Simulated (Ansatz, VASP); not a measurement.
# Two plane-wave programs on Ta

Contents of INCAR:

```
ALGO = Normal
EDIFF = 1E-7
ENCUT = 520
GGA = PS
ISIF = 2
ISMEAR = -1
LASPH = T
LCHARG = T
LELF = T
LREAL = F
LVHAR = T
LWAVE = F
NBANDS = 12
NELM = 100
PREC = Accurate
SIGMA = 0.1
```

File KPOINTS:

```
k-points
0
Gamma
  13 13 13
```

The input POSCAR:

```
Ta
1.0
    2.7432690120      0.0000000000      0.0000000000
    0.0000000000      2.7432690120      0.0000000000
    0.0000000000      0.0000000000      2.7432690120
Ta
1
Direct
    0.0000000000      0.0000000000      0.0000000000
```

Input for Ansatz:

```yaml
crystal:
  lattice:
    - [2.743269012, 0.0, 0.0]
    - [0.0, 2.743269012, 0.0]
    - [0.0, 0.0, 2.743269012]
  atoms:
    - { symbol: Ta, position: [0.0, 0.0, 0.0] }
hamiltonian:
  xc: pbesol
  pseudopotentials:
    kind: paw
    azcp:
      Ta: "pseudopotentials/Ta.paw.azcp"
basis:
  ecutwfc: 420
  fft_grid_basis: typed
kpoints:
  mp_grid: { grid: [13, 13, 13], shift: [0, 0, 0] }
magnetization:
  spin_polarized: false
scf:
  occupations: { method: fermi_dirac, width: 0.1 }
  lower_state_search: "off"
output:
  stress: true
```

Alike in both runs: task single point; functional PBEsol; k mesh 13 × 13 × 13; occupations fermi-dirac, width 0.1 eV; no spin polarisation.

|  | VASP | Ansatz |
| --- | --- | --- |
| version | VASP 6.6.1 | Ansatz 0.2.0 |
| potentials or method | VASP PAW PBE potentials, release 64 (Ta_pv) | plane waves (420 eV) with PAW, scalar-relativistic |
| plane-wave cutoff (eV) | 520 | 420 |
| valence electrons in the cell | 11 | 13 |

```csv
,VASP,Ansatz,Ansatz less VASP
pressure (GPa),-5.6,-5.7,-0.12
```

The two sets of potentials don't hold the same shells in valence. Ansatz warned: «pseudo_functional_mismatch».

Caveats: the PAW data sets were made with another functional, which shifts forces and pressure a little (VASP). The runs have no spin-orbit coupling, so splittings on Ta are missing.
